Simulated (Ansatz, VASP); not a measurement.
# Cross-check of In3GaP4 (random alloy of the zinc-blende GaP-InP line, x = 0.75) between VASP and Ansatz

Wanted: the spread between two codes on one cell, functional and k mesh. Of the first pair: The structure shown is the start of the Ansatz relaxation below; VASP solves that cell, so the two are compared at the walk's first step.

Calculated with Ansatz 0.2.0; plane waves, with VASP 6.6.1 beside it; PBE.

**1. The structure**

The cell holds 64 atoms: 8 Ga, 32 P and 24 In. Its edges and angles: a = 11.695 Å, b = 11.695 Å, c = 11.695 Å, α = 90.0°, β = 90.0°, γ = 90.0°. It derives from GaP (zinc-blende GaP-InP), repeated 2×2×2. Zinc-blende GaP-InP: 64 atoms, 24 of 32 Ga sites given to In at random, cell and internal coordinates interpolated linearly between the end members (Vegard's rule); (so at first; earlier steps may have moved the atoms), displaced by a Gaussian of 0.02 A. Lattice constants are starting values near those of PBE.

**2. Ansatz: relaxation, PBE**

Ansatz runs on its default PAW (the set named soft_2) files.

The two programs are compared at the cell with which this relaxation starts, whose forces are those of its first step.

The input, input.yaml:

```yaml
crystal:
  lattice:
    - [11.695, 0.0, 0.0]
    - [0.0, 11.695, 0.0]
    - [0.0, 0.0, 11.695]
  atoms:
    - { symbol: Ga, position: [0.00278, 0.99895, 0.9991] }
    - { symbol: P, position: [0.12317, 0.12648, 0.12106] }
    - { symbol: In, position: [0.00298, 0.2487, 0.25055] }
    - { symbol: P, position: [0.12457, 0.3775, 0.37148] }
    - { symbol: In, position: [0.24945, 0.99934, 0.25194] }
    - { symbol: P, position: [0.37312, 0.12471, 0.3735] }
    - { symbol: Ga, position: [0.25007, 0.251, 0.99812] }
    - { symbol: P, position: [0.37696, 0.37654, 0.12586] }
    - { symbol: Ga, position: [0.00154, 0.99883, 0.49979] }
    - { symbol: P, position: [0.1234, 0.12454, 0.62591] }
    - { symbol: In, position: [0.99882, 0.24932, 0.74882] }
    - { symbol: P, position: [0.12355, 0.37385, 0.87498] }
    - { symbol: Ga, position: [0.24809, 0.0004, 0.75284] }
    - { symbol: P, position: [0.37627, 0.12467, 0.87348] }
    - { symbol: In, position: [0.24872, 0.25289, 0.50009] }
    - { symbol: P, position: [0.37391, 0.37533, 0.62859] }
    - { symbol: In, position: [0.00021, 0.50106, 0.00051] }
    - { symbol: P, position: [0.1244, 0.62305, 0.1244] }
    - { symbol: Ga, position: [0.99964, 0.751, 0.25143] }
    - { symbol: P, position: [0.12659, 0.87549, 0.37651] }
    - { symbol: In, position: [0.24871, 0.50214, 0.25088] }
    - { symbol: P, position: [0.37449, 0.62584, 0.37487] }
    - { symbol: In, position: [0.25194, 0.7526, 0.00374] }
    - { symbol: P, position: [0.37261, 0.87253, 0.12414] }
    - { symbol: In, position: [0.00027, 0.5015, 0.50054] }
    - { symbol: P, position: [0.12154, 0.62448, 0.62642] }
    - { symbol: In, position: [0.00039, 0.7513, 0.74962] }
    - { symbol: P, position: [0.12466, 0.87532, 0.8757] }
    - { symbol: Ga, position: [0.25034, 0.5002, 0.74885] }
    - { symbol: P, position: [0.37565, 0.62521, 0.87693] }
    - { symbol: In, position: [0.25205, 0.75032, 0.49936] }
    - { symbol: P, position: [0.37391, 0.87572, 0.62513] }
    - { symbol: In, position: [0.49941, 7.0e-05, 0.99894] }
    - { symbol: P, position: [0.62619, 0.12424, 0.12709] }
    - { symbol: In, position: [0.50069, 0.25102, 0.24813] }
    - { symbol: P, position: [0.62529, 0.37627, 0.37337] }
    - { symbol: In, position: [0.74954, 6.0e-05, 0.24765] }
    - { symbol: P, position: [0.87554, 0.12645, 0.37353] }
    - { symbol: In, position: [0.7506, 0.24776, 0.99993] }
    - { symbol: P, position: [0.87224, 0.37692, 0.1257] }
    - { symbol: In, position: [0.49996, 0.99867, 0.50218] }
    - { symbol: P, position: [0.62836, 0.12182, 0.62711] }
    - { symbol: In, position: [0.50278, 0.25058, 0.74795] }
    - { symbol: P, position: [0.62648, 0.37469, 0.87397] }
    - { symbol: In, position: [0.7479, 0.00094, 0.75136] }
    - { symbol: P, position: [0.87393, 0.12589, 0.87304] }
    - { symbol: In, position: [0.75137, 0.25008, 0.49968] }
    - { symbol: P, position: [0.87483, 0.37649, 0.62628] }
    - { symbol: Ga, position: [0.50091, 0.50024, 0.00013] }
    - { symbol: P, position: [0.62606, 0.6254, 0.12617] }
    - { symbol: Ga, position: [0.49947, 0.74584, 0.25178] }
    - { symbol: P, position: [0.62874, 0.87575, 0.37483] }
    - { symbol: In, position: [0.74977, 0.4998, 0.25003] }
    - { symbol: P, position: [0.87308, 0.62412, 0.37329] }
    - { symbol: In, position: [0.75043, 0.74949, 0.00085] }
    - { symbol: P, position: [0.8747, 0.87669, 0.12537] }
    - { symbol: In, position: [0.50375, 0.49676, 0.49889] }
    - { symbol: P, position: [0.62654, 0.62932, 0.62457] }
    - { symbol: In, position: [0.50007, 0.74961, 0.75228] }
    - { symbol: P, position: [0.62451, 0.87616, 0.87445] }
    - { symbol: In, position: [0.74782, 0.50054, 0.75086] }
    - { symbol: P, position: [0.87721, 0.62481, 0.87394] }
    - { symbol: In, position: [0.75096, 0.75041, 0.50048] }
    - { symbol: P, position: [0.87487, 0.87698, 0.62563] }
kpoints:
  mp_grid: { grid: [1, 1, 1] }
hamiltonian:
  xc: pbe
scf:
  occupations: { method: fermi_dirac, width: 0.025 }
output:
  forces: true
relax:
  f_tol: 0.04
  max_steps: 150
  cell: {}
```

Started as:

```
$ ansatz run input.yaml --threads 4 --pin off --max-ram 8192MiB --backend cpu --events-out ev --progress --plain --runs-dir out
```

Numbers of over 12 decimals in the logs are rounded to 6 here.

Log:

```text
Engine: ansatz 0.2.0, aarch64-unknown-linux-gnu
Pseudopotentials: kind: paw
Pseudopotential: Ga, paw, valence charge 13, recommended cutoff 420 eV (normal), Ga.paw.azcp
Pseudopotential: P, paw, valence charge 5, recommended cutoff 420 eV (normal), P.paw.azcp
Pseudopotential: In, paw, valence charge 13, recommended cutoff 420 eV (normal), In.paw.azcp
Functional definition: PBE
  parameter kappa = 0.804
  parameter beta = 0.066725
  exchange = pbe_x(kappa = kappa, mu = beta*pi^2/3)
  correlation = pbe_c(beta = beta)
Crystal: 64 atoms, lattice volume = 1599.561 Å³
Basis set: ecut = 420 eV, 31343 PW (Γ), exchange–correlation on 160×160×160 points (8 copies of the dense FFT grid, shifted against one another)
Bands: 352, of which v1, the nominal top of the filled ones, is band 288 counted from 1 (287 counted from 0)
Symmetry: 1 space group operations
Space group: P1 (ITA 1), of the structure as read, at distance tolerance 1.2e-4 Å
k-points: 1
Non-local potential: Ga, projectors of the file, l = 0: 2, l = 1: 2, l = 2: 3, l = 3: 1
Non-local potential: P, projectors of the file, l = 0: 2, l = 1: 2, l = 2: 2
Non-local potential: In, projectors of the file, l = 0: 2, l = 1: 2, l = 2: 2, l = 3: 2
PAW form: soft (Blöchl's): semilocal exchange-correlation on the pseudo side does not see the compensation charge
PAW one-centre angular grid: Ga, 590 points (default); XC on 64 Gauss nodes
PAW one-centre angular grid: P, 110 points (default); XC on 64 Gauss nodes
PAW one-centre angular grid: In, 590 points (default); XC on 64 Gauss nodes
Initial density: superposition of atomic densities (neutral atoms: chi_scale 0, normalization atom), corrected by the library's trained network
Initial wavefunctions: pseudopotential atomic-orbital guess
Functional: x = pbe(κ = 0.804, μ = 0.219515), c = pbe(β = 0.066725)
SCF iter   1: F=—  HF=-188805.210006 eV  |F-HF|=—  |Δ(HF+E_count)|=         —  Δρ=1.02e-3  dr2=1.88e-2  ethr=1.77e-3  ⟨swp⟩=8.0  Hψ=1588  notcnv=0  defer=24
preconditioner: auto → Resta (q_TF=auto, 2.301 Å⁻¹)  ε∞=3.8  [insulator: Δε(μ)=0.573 eV  Ē_g=13.340 eV  σ=0.025 eV  W_gap=1.00  n_scr=340 (ndim 8)  ℏωp=22.3 eV  f_vac=0.025  D(μ)=0.00/eV (n_scr^D=0)  ε∞_Penn≈3.8]
SCF iter   2: F=—  HF=-188805.177228 eV  |F-HF|=—  |Δ(HF+E_count)|=   3.28e-2  Δρ=4.56e-4  dr2=3.38e-3  ethr=3.27e-6  ⟨swp⟩=3.0  Hψ=763  notcnv=0  defer=59
SCF iter   3: F=—  HF=-188805.178351 eV  |F-HF|=—  |Δ(HF+E_count)|=   1.12e-3  Δρ=2.05e-4  dr2=4.99e-4  ethr=5.88e-7  ⟨swp⟩=2.0  Hψ=581  notcnv=0  defer=59
SCF iter   4: F=—  HF=-188805.178351 eV  |F-HF|=—  |Δ(HF+E_count)|=   9.05e-7  Δρ=7.07e-5  dr2=1.09e-4  ethr=8.67e-8  ⟨swp⟩=2.0  Hψ=581  notcnv=0  defer=59
SCF iter   5: F=—  HF=-188805.178421 eV  |F-HF|=—  |Δ(HF+E_count)|=   6.98e-5  Δρ=2.34e-5  dr2=1.43e-5  ethr=1.89e-8  ⟨swp⟩=2.0  Hψ=581  notcnv=0  defer=59
SCF iter   6: F=—  HF=-188805.178018 eV  |F-HF|=—  |Δ(HF+E_count)|=   4.03e-4  Δρ=7.52e-6  dr2=1.82e-6  ethr=2.49e-9  ⟨swp⟩=2.0  Hψ=421  notcnv=0  defer=59
SCF iter   7: F=—  HF=-188805.178019 eV  |F-HF|=—  |Δ(HF+E_count)|=   1.32e-6  Δρ=2.54e-6  dr2=3.37e-7  ethr=3.16e-10  ⟨swp⟩=3.0  Hψ=605  notcnv=0  defer=59
SCF iter   8: F=-188805.178019 eV  HF=-188805.178019 eV  |F-HF|=3.14e-8  |Δ(HF+E_count)|=   1.42e-7  Δρ=1.02e-6  dr2=5.04e-8  ethr=1.74e-11  ⟨swp⟩=5.0  Hψ=1031  notcnv=0
SCF 1 converged in 8 iterations: F = -188805.178019 eV  dr2 = 5.04e-8
  greatest PAW one-centre occupation: 0.995 electrons in one spin orbital (limit 2), on the Ga atom at site 50 (counted from 0), in its partial waves of l = 2
relax step   1: F+E_penalty+E_count = -188805.17801932 eV  Δ(F+E_penalty+E_count) = +0.000e0 eV  max|allowed force component| = 1.489e0 eV/Å  Δτ_max = 0.0000 Å  P = +0.793 GPa  Ω = 1599.561 Å³  (8 SCF iters, dr2 threshold 1.00e-7 eV, accepted)
Crystal: 64 atoms, lattice volume = 1618.001 Å³
Basis set: ecut = 420 eV, 31491 PW (Γ), exchange–correlation on 160×160×160 points (8 copies of the dense FFT grid, shifted against one another)
Initial density: handed on by an earlier stage of this run
Initial wavefunctions: those handed on with the density
iter 1 solved again at ethr=1.69e-4 eV; its pass at ethr=3.10e-3 eV (dr2=9.74e-1 eV) is discarded
SCF iter   1: F=—  HF=-188807.868701 eV  |F-HF|=—  |Δ(HF+E_count)|=         —  Δρ=7.31e-3  dr2=9.78e-1  ethr=1.69e-4  ⟨swp⟩=9.0  Hψ=1925  notcnv=0
preconditioner: auto → Resta (q_TF=auto, 2.297 Å⁻¹)  ε∞=3.8  [insulator: Δε(μ)=0.531 eV  Ē_g=13.288 eV  σ=0.025 eV  W_gap=1.00  n_scr=340 (ndim 8)  ℏωp=22.2 eV  f_vac=0.027  D(μ)=0.01/eV (n_scr^D=0)  ε∞_Penn≈3.8]
SCF iter   2: F=—  HF=-188807.729203 eV  |F-HF|=—  |Δ(HF+E_count)|=   1.39e-1  Δρ=3.69e-3  dr2=1.74e-1  ethr=1.69e-4  ⟨swp⟩=7.0  Hψ=569  notcnv=0
SCF iter   3: F=—  HF=-188807.720291 eV  |F-HF|=—  |Δ(HF+E_count)|=   8.91e-3  Δρ=1.03e-3  dr2=1.60e-2  ethr=3.03e-5  ⟨swp⟩=3.0  Hψ=661  notcnv=0  defer=59
[...]
atom  12  P      0.00063505     0.00050779     0.00159359
  atom  13  Ga    -0.00063811    -0.00314326     0.00039072
  atom  14  P      0.00031441     0.00024285     0.00412501
  atom  15  In    -0.00141766    -0.00133280     0.00408050
  atom  16  P     -0.00020741    -0.00035627    -0.00331920
  atom  17  In     0.00512425    -0.00222531    -0.00212732
  atom  18  P     -0.00335094     0.00057017     0.00315693
  atom  19  Ga     0.00526236    -0.00007763     0.00069212
  atom  20  P      0.00017082     0.00225461     0.00059252
  atom  21  In     0.00210530    -0.00187660    -0.00262890
  atom  22  P     -0.00061712     0.00103139     0.00212649
  atom  23  In    -0.00023816    -0.00182119    -0.00705200
  atom  24  P      0.00171050     0.00065694    -0.00105041
  atom  25  In     0.00243116     0.00060543    -0.00135455
  atom  26  P     -0.00194695    -0.00071779     0.00119915
  atom  27  In     0.00232720     0.00308838     0.00121444
  atom  28  P     -0.00259351     0.00049146     0.00100632
  atom  29  Ga     0.00187760    -0.00359050     0.00020735
  atom  30  P      0.00197230     0.00345404    -0.00005986
  atom  31  In    -0.00283960    -0.00104866    -0.00369667
  atom  32  P     -0.00035056     0.00260311     0.00095371
  atom  33  In    -0.00215554    -0.00016451    -0.00199597
  atom  34  P      0.00073861     0.00031796     0.00259563
  atom  35  In    -0.00150786     0.00188914    -0.00024189
[...]
atom  57  In    -0.00172939     0.00014732    -0.00080414
  atom  58  P      0.00195879     0.00054306     0.00090530
  atom  59  In    -0.00155358    -0.00321070     0.00201119
  atom  60  P      0.00326260     0.00220651     0.00084584
  atom  61  In    -0.00065971    -0.00114132     0.00025805
  atom  62  P     -0.00315746     0.00127413     0.00191845
  atom  63  In    -0.00266145    -0.00140493     0.00124889
  atom  64  P     -0.00123259    -0.00007895    -0.00104965
  max |Σ_I F_I| component: 1.81e-6 eV/Å
--- Stress (GPa, compression-positive) ---
        0.002602      -0.003290      -0.007981
       -0.003290      -0.002827       0.005863
       -0.007981       0.005863      -0.002779
  P = ⅓ Tr σ = -0.0010 GPa (-0.010 kbar)
--- Relaxed structure (4 steps of the walk, 4 accepted, 1 SCFs on fresh bases) ---
  F+E_penalty+E_count = -188807.80369413 eV   max|allowed force component| = 7.052e-3 eV/Å   (the final SCF, on the basis selected at the relaxed cell)
  cell:  # Å, volume = 1599.4367 Å³
    - [11.704512, -0.000950451, -0.000102161]
    - [-0.000950451, 11.692482, -0.00221168]
    - [-0.000102161, -0.00221168, 11.687108]
  atoms:
    - { symbol: Ga, position: [0.00629816, 1.001363, 0.999613] }
    - { symbol: P, position: [0.128248, 0.126520, 0.110383] }
    - { symbol: In, position: [0.00301141, 0.245621, 0.247887] }
    - { symbol: P, position: [0.127433, 0.374722, 0.373551] }
    - { symbol: In, position: [0.246135, 0.998416, 0.247856] }
    - { symbol: P, position: [0.373007, 0.125965, 0.373688] }
    - { symbol: Ga, position: [0.249903, 0.250006, 0.994046] }
    - { symbol: P, position: [0.371879, 0.373682, 0.110194] }
    - { symbol: Ga, position: [0.00214442, 0.996618, 0.499717] }
    - { symbol: P, position: [0.124531, 0.109915, 0.623903] }
    - { symbol: In, position: [1.006198, 0.245463, 0.752010] }
    - { symbol: P, position: [0.137466, 0.374994, 0.874984] }
    - { symbol: Ga, position: [0.244758, 0.00205001, 0.752330] }
    - { symbol: P, position: [0.360500, 0.123824, 0.874401] }
    - { symbol: In, position: [0.247731, 0.247933, 0.504331] }
    - { symbol: P, position: [0.367545, 0.382438, 0.630661] }
    - { symbol: In, position: [0.00451834, 0.500887, 0.000564047] }
    - { symbol: P, position: [0.118436, 0.634787, 0.132131] }
    - { symbol: Ga, position: [1.000461, 0.755600, 0.249618] }
    - { symbol: P, position: [0.113097, 0.874952, 0.375216] }
    - { symbol: In, position: [0.251805, 0.502702, 0.245490] }
    - { symbol: P, position: [0.379779, 0.633419, 0.368550] }
    - { symbol: In, position: [0.249955, 0.750452, 0.000618729] }
    - { symbol: P, position: [0.380227, 0.868040, 0.131751] }
    - { symbol: In, position: [0.00309559, 0.502689, 0.500338] }
    - { symbol: P, position: [0.134647, 0.618072, 0.634925] }
    - { symbol: In, position: [0.00508178, 0.754030, 0.750327] }
    - { symbol: P, position: [0.127277, 0.887366, 0.876663] }
    - { symbol: Ga, position: [0.252559, 0.497441, 0.754919] }
    - { symbol: P, position: [0.372577, 0.612949, 0.876743] }
    - { symbol: In, position: [0.248170, 0.752310, 0.501365] }
    - { symbol: P, position: [0.365770, 0.882420, 0.635079] }
    - { symbol: In, position: [0.495538, -4.473434372573225e-5, 0.999932] }
    - { symbol: P, position: [0.626146, 0.122916, 0.125550] }
    - { symbol: In, position: [0.497811, 0.252373, 0.245507] }
    - { symbol: P, position: [0.625270, 0.375176, 0.375184] }
    - { symbol: In, position: [0.755093, -0.00455931, 0.249801] }
    - { symbol: P, position: [0.883850, 0.116772, 0.381902] }
    - { symbol: In, position: [0.750384, 0.250200, 1.000556] }
    - { symbol: P, position: [0.875984, 0.375828, 0.125924] }
    - { symbol: In, position: [0.497222, 0.997828, 0.500319] }
    - { symbol: P, position: [0.623235, 0.125877, 0.627797] }
    - { symbol: In, position: [0.493624, 0.252396, 0.754339] }
    - { symbol: P, position: [0.617373, 0.381358, 0.883524] }
    - { symbol: In, position: [0.754731, 0.000141847, 0.750394] }
    - { symbol: P, position: [0.883020, 0.118929, 0.883501] }
    - { symbol: In, position: [0.752764, 0.247776, 0.500609] }
    - { symbol: P, position: [0.877237, 0.374616, 0.627913] }
    - { symbol: Ga, position: [0.493869, 0.499142, -0.000435053] }
    - { symbol: P, position: [0.609224, 0.624533, 0.122638] }
    - { symbol: Ga, position: [0.498962, 0.747625, 0.247168] }
    - { symbol: P, position: [0.617303, 0.867867, 0.366099] }
    - { symbol: In, position: [0.747388, 0.504943, 0.247464] }
    - { symbol: P, position: [0.883043, 0.632788, 0.366117] }
    - { symbol: In, position: [0.750248, 0.750511, 0.00439277] }
    - { symbol: P, position: [0.891001, 0.876327, 0.122782] }
    - { symbol: In, position: [0.497999, 0.502987, 0.499798] }
    - { symbol: P, position: [0.626209, 0.628521, 0.623983] }
    - { symbol: In, position: [0.495440, 0.748434, 0.752706] }
    - { symbol: P, position: [0.625165, 0.875274, 0.875269] }
    - { symbol: In, position: [0.747827, 0.500689, 0.752686] }
    - { symbol: P, position: [0.876846, 0.626954, 0.875401] }
    - { symbol: In, position: [0.752362, 0.752651, 0.494436] }
    - { symbol: P, position: [0.882389, 0.880203, 0.617492] }
```

The column dr2 measures how far the density is from self-consistency, as an energy; F and HF (Harris–Foulkes) agree once it is small.

[end of part 1 of 2]

[Lines on the potential files, build, host, timing and source positions are cut from VASP's logs without a mark.]

[Logs are printed without paths, hosts, clocks, repeated set-up lines and the standing remarks that a program may print on its own settings, such as how far it seeks lower states.]

[Hosts, paths, dates, database ids (printed as entryN), source tags and the programs' standing remarks are cut or masked in the printed files.]
